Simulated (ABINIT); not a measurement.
NiO:

```
Ni O
1.0
     0.00000    2.08590    2.08590
     2.08590    0.00000    2.08590
     2.08590    2.08590    0.00000
Ni O
1 1
Cartesian
  0.0000 0.0000 0.0000
  2.0859 2.0859 2.0859
```

Base run:

| Property | Result |
| --- | --- |
| Program | ABINIT 10.8.3 (patched build) |
| Functional | LDA |
| Potentials or basis | PseudoDojo NC SR LDA v0.4.1 standard |
| Cutoff | 1225 eV |
| k mesh | 8 × 8 × 8, with 4 shifts |
| Occupations | fermi-dirac, width 0.05 eV |
| Spin | collinear spin, ferromagnetic start |
| Starting moments | [1.0, 0.0] μB |

Its results: pressure -20.7 GPa; net moment 0.58 μB per cell; site moments Ni +0.48; O +0.09 μB.

The run is repeated on the same cell with these changes: k mesh from 8 × 8 × 8, with 4 shifts to 8 × 8 × 8. What comes out?

Pressure -20.4 GPa; net moment 0.73 μB per cell; site moments Ni +0.61; O +0.11 μB.

Caveats: small starting moments can end in a higher magnetic state in this program; so large a pressure means that the cell lies far from this level's equilibrium, or that cutoff or potentials fall short; a cell with one magnetic atom can't hold antiferromagnetic order, which such compounds often take.

Not every run made on this cell is shown here.
